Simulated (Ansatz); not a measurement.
A 2-atom cell of CdS started from a crystallographic database (r2SCAN geometry), in Ansatz:

```xyz
2
Lattice="0.0000 2.9392 2.9392 2.9392 0.0000 2.9392 2.9392 2.9392 0.0000" Properties=species:S:1:pos:R:3 pbc="T T T"
Cd    0.0000    0.0000    0.0000
S     1.4696    1.4696    1.4696
```

G0W0@PBE with 191 empty bands, a screening cutoff of 140 eV and a 4×4×4 mesh (PAW, contour deformation) gives 1.751 eV over the mesh points, from a PBE gap of 1.084 eV; it sums over 204 bands with 181 plane waves in the screening and a wave cutoff of 420 eV. The G0W0 figures hold for the stated bands, cutoff and mesh and aren't extrapolated. The values are computed, spin-unpolarised, and not measurements.

**Question.** Estimate the gap with empty bands 350, screening cutoff 210 eV.

**Answer.** 1.775 eV (+0.024 eV), from a Kohn-Sham gap of 1.084 eV.

**Question.** Estimate the gap with starting point HSE06.

**Answer.** 2.416 eV (+0.665 eV), from a Kohn-Sham gap of 2.118 eV.

**Question.** Estimate the gap with potentials of the kind norm-conserving.

**Answer.** 1.754 eV (+0.003 eV), from a Kohn-Sham gap of 1.084 eV.

The runs are scalar-relativistic, without spin-orbit coupling.

With a shallow d shell on the cation, G0W0 converges slowly in bands and cutoff, so these values are in doubt.
